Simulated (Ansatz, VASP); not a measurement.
**Ga: VASP beside Ansatz**

```
CELL_PARAMETERS angstrom
5.01193 0.00000 0.00000
-2.50597 4.34046 0.00000
0.00000 0.00000 3.07253
ATOMIC_POSITIONS crystal
Ga 0.00000 0.00000 0.00000
Ga 0.33333 0.66667 0.50000
Ga 0.66667 0.33333 0.50000
```

Alike in both runs: task relaxation of cell and atoms; functional r2SCAN; k mesh 6 × 6 × 6; occupations gaussian, width 0.1 eV; no spin polarisation.

|  | VASP | Ansatz |
| --- | --- | --- |
| version | VASP 6.6.1 | Ansatz 0.2.0 |
| potentials or method | VASP PAW PBE potentials, release 64 (Ga_d) | scalar-relativistic, plane waves, PAW |
| plane-wave cutoff (eV) | 600 | 500 |
| valence electrons in the cell | 39 | 39 |

VASP gave:

* gap on the k mesh at the Fermi level, each at its own relaxed structure (eV): none
* relaxed volume (Å³/atom): 18.24
* relaxed cell length with the largest relative difference (Å): 2.835
* energy change over the relaxation (meV/atom): -114

Task: What did Ansatz give for the same quantities?

Result: gap on the k mesh at the Fermi level, each at its own relaxed structure (eV): none; relaxed volume (Å³/atom): 18.23; relaxed cell length with the largest relative difference (Å): 2.830; energy change over the relaxation (meV/atom): -112.

A gap of «none» marks a metal or a gap that the smearing closes.

Caveats: the volume moved by over 15 % at a fixed basis, so the end points are rough (VASP); the PAW data sets were made with another functional, which shifts forces and pressure a little (VASP).
